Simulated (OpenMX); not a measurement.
Here is an OpenMX 3.8.5 calculation.

Contents of TiO2.dat:

```
System.CurrrentDirectory             ./
System.Name                          TiO2
DATA.PATH                            ./DFT_DATA13
level.of.stdout                      1
level.of.fileout                     1
Species.Number                       2
<Definition.of.Atomic.Species
  Ti  Ti7.0-s3p2d2           Ti_PBE13
  O   O6.0-s2p2d1            O_PBE13
Definition.of.Atomic.Species>

Atoms.Number                         3
Atoms.SpeciesAndCoordinates.Unit     FRAC
<Atoms.SpeciesAndCoordinates
    1  Ti    0.0000000000    0.0000000000    0.0000000000   6.000  6.000
    2  O     0.3795330000    0.3795330000    0.3795330000   3.000  3.000
    3  O     0.6204670000    0.6204670000    0.6204670000   3.000  3.000
Atoms.SpeciesAndCoordinates>

Atoms.UnitVectors.Unit               Ang
<Atoms.UnitVectors
     1.4973312015    0.8644845722    6.9815443949
    -1.4973312015    0.8644845722    6.9815443949
     0.0000000000   -1.7289691445    6.9815443949
Atoms.UnitVectors>

scf.XcType                           GGA-PBE
scf.SpinPolarization                 off
scf.ElectronicTemperature            580.226
scf.energycutoff                     400.0
scf.maxIter                          100
scf.EigenvalueSolver                 band
scf.Kgrid                            11 11 11
scf.Mixing.Type                      rmm-diisk
scf.Init.Mixing.Weight               0.05
scf.Min.Mixing.Weight                0.001
scf.Max.Mixing.Weight                0.3
scf.Mixing.History                   25
scf.Mixing.StartPulay                8
scf.criterion                        1.0e-8
scf.stress.tensor                    on
MD.Type                              nomd
```

Potentials or basis: OpenMX 2013 PBE set, Ti7.0-s3p2d2, O6.0-s2p2d1, grid cutoff 400 Ry.

The run is started by

```console
$ openmx TiO2.dat -nt 1 > TiO2.std
```

Q: What does it give for the band gap on the k mesh?

A: 2.02 eV, indirect (least direct gap 2.62 eV).

Q: Predict the Mulliken charges.

A: Ti +0.89; O -0.44 e.

Q: Predict the largest force.

A: 0.425 eV/Å.

Forces on the atoms (eV/Å):
```
Ti   0.000  0.000  0.000
O    0.000  0.009  0.425
O    0.000 -0.009 -0.425
```

Caveat: an odd mesh through Γ misses points on the zone boundary, where band edges often lie; the basis of atomic orbitals isn't converged, which shifts pressures, moduli and gaps. PBE gaps usually lie below the measured ones, often by a third to a half.
